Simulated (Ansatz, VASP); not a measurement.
## Se in VASP and in Ansatz

```xyz
2
Lattice="1.8575 -1.0724 3.0361 0.0000 2.1448 3.0361 -1.8575 -1.0724 3.0361" Properties=species:S:1:pos:R:3 pbc="T T T"
Se    0.0000    0.0000    2.2771
Se    0.0000    0.0000   -2.2771
```

Change from the starting cell: volume scaled by 0.8, PAW files.

Alike in both runs: task single point; functional PBE; k mesh 13 × 13 × 13; occupations fermi-dirac, width 0.08 eV; no spin polarisation.

```csv
,VASP,Ansatz
version,VASP 6.6.1,Ansatz 0.2.0
potentials or method,"VASP PAW PBE potentials, release 64 (Se)","PAW with Ansatz's default frozen-core files, scalar-relativistic"
plane-wave cutoff (eV),520,420
valence electrons in the cell,12,32
```

|  | VASP | Ansatz | Ansatz less VASP |
| --- | --- | --- | --- |
| pressure (GPa) | 26.1 | 25.9 | -0.21 |

With one functional, cell and mesh, what is left measures potentials, basis and numerics. The two sets of potentials don't hold the same shells in valence.

Caveats: so large a pressure means that the cell lies far from this level's equilibrium, or that cutoff or potentials fall short (VASP).
